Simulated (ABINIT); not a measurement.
Ge:

```xyz
2
Lattice="0.0000 2.8289 2.8289 2.8289 0.0000 2.8289 2.8289 2.8289 0.0000" Properties=species:S:1:pos:R:3 pbc="T T T"
Ge    4.2434    4.2434    4.2434
Ge    2.8289    2.8289    2.8289
```

Base run:

* Program: ABINIT 10.8.3 (patched build)
* Functional: r2SCAN
* Potentials or basis: JTH PAW PBE v2.0
* Cutoff: 653 eV
* k mesh: 5 × 5 × 5
* Occupations: fermi-dirac, width 0.05 eV
* Spin: no spin polarisation

Its results: band gap on the k mesh 0.40 eV, direct; pressure 0.6 GPa.

Problem. The run is repeated on the same cell with these changes: k mesh from 5 × 5 × 5 to 3 × 3 × 3. What comes out?

Solution. Band gap on the k mesh 0.41 eV, direct; pressure 1.6 GPa.

Caveats: some runs use coarse meshes; the PAW data sets were made with another functional, which shifts forces and pressure a little; an odd mesh through Γ misses points on the zone boundary, where band edges often lie.
